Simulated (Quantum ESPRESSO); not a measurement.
How far to go with shifted k-point meshes: GeTe (R3m, 2 atoms in the cell)

```
GeTe
1.0
    2.10078    -1.21288     3.69006
    0.00000     2.42577     3.69006
   -2.10078    -1.21288     3.69006
Ge Te
1 1
Direct
  0.99675   0.99675   0.99675
  0.52878   0.52878   0.52878
```

Method of the run: PBE, SSSP 1.1.2 efficiency (PBE) pseudopotentials (plane waves; Quantum ESPRESSO).

Base settings: ecutwfc = 50 Ry; ecutrho = 400 Ry; occupations = fixed; potentials = {Ge: ge_pbe_v1.4.uspp.F.UPF, Te: Te_pbe_v1.uspp.F.UPF}; K_POINTS = automatic 3 3 3 0 0 0; nbnd = 18; conv_thr = 1e-09 Ry; mixing_beta = 0.5.

Shifted meshes do not hold Γ, so a gap read on them misses any band edge there.

Only quantities that move along the ladder and can be compared are tabulated.

The count of work is k-points × plane waves × bands × iterations; it is no time. Core times come from one kind of shared machine, to one figure; runs under 30 s give none.

The starting cell comes from a database of computed structures (which also holds hypothetical and non-ambient phases and stackings), without a prior relaxation at this level. Its lattice was rescaled by up to half a per cent. One atom was moved a little off its site on purpose. Spin-orbit coupling is off.

| K_POINTS | free energy less the last step's (meV/atom) | pressure (GPa) | largest difference of a force vector from the last step's (eV/Å) | gap on the mesh (eV) | count of work / last | core time / last (rough) |
|---|---|---|---|---|---|---|
| automatic 2 2 2 1 1 1 | -166.40 | 0.23 | 0.108 | 2.708 | 0.0022 | – |
| automatic 3 3 3 1 1 1 | 11.24 | 0.06 | 0.531 | 1.095 | 0.0067 | – |
| automatic 4 4 4 1 1 1 | -17.37 | 0.00 | 0.192 | 0.969 | 0.011 | – |
| automatic 5 5 5 1 1 1 | -13.71 | -0.18 | 0.107 | 1.045 | 0.021 | – |
| automatic 6 6 6 1 1 1 | -7.28 | -0.15 | 0.045 | 0.753 | 0.031 | 0.07 |
| automatic 7 7 7 1 1 1 | -3.74 | -0.07 | 0.031 | 0.700 | 0.049 | 0.1 |
| automatic 8 8 8 1 1 1 | -2.73 | -0.08 | 0.010 | 0.693 | 0.067 | 0.1 |
| automatic 9 9 9 1 1 1 | -1.41 | -0.06 | 0.006 | 0.641 | 0.095 | 0.1 |
| automatic 10 10 10 1 1 1 | -0.93 | -0.05 | 0.001 | 0.597 | 0.12 | 0.2 |
| automatic 11 11 11 1 1 1 | -0.56 | -0.05 | 0.000 | 0.636 | 0.16 | 0.2 |
| automatic 12 12 12 1 1 1 | -0.33 | -0.04 | 0.001 | 0.514 | 0.20 | 0.3 |
| automatic 15 15 15 1 1 1 | -0.07 | -0.03 | 0.001 | 0.545 | 0.39 | 0.5 |
| automatic 19 19 19 1 1 1 | 0.00 | -0.03 | 0.000 | 0.528 | 0.75 | 0.9 |
| automatic 21 21 21 1 1 1 | 0.00 | -0.03 | 0.000 | 0.528 | 1.0 | 1 |

Coarsest K_POINTS that holds the free energy within 2 meV/atom of the last step, with all finer ones: automatic 9 9 9 1 1 1, at 0.095 of the last step's count of work and about 0.1 of the last step's time; the step before is off by 2.7 meV/atom.

Coarsest K_POINTS that holds the forces within 0.02 eV/Å of the last step, with all finer ones: automatic 8 8 8 1 1 1, at 0.067 of the last step's count of work and about 0.1 of the last step's time; the step before is off by 0.031 eV/Å.

Coarsest K_POINTS that holds the pressure within 0.2 GPa of the last step, with all finer ones: automatic 3 3 3 1 1 1, at 0.0067 of the last step's count of work; the step before is off by 0.26 GPa.

The gap on the mesh jumps up and down from mesh to mesh; it is no smooth measure of convergence.
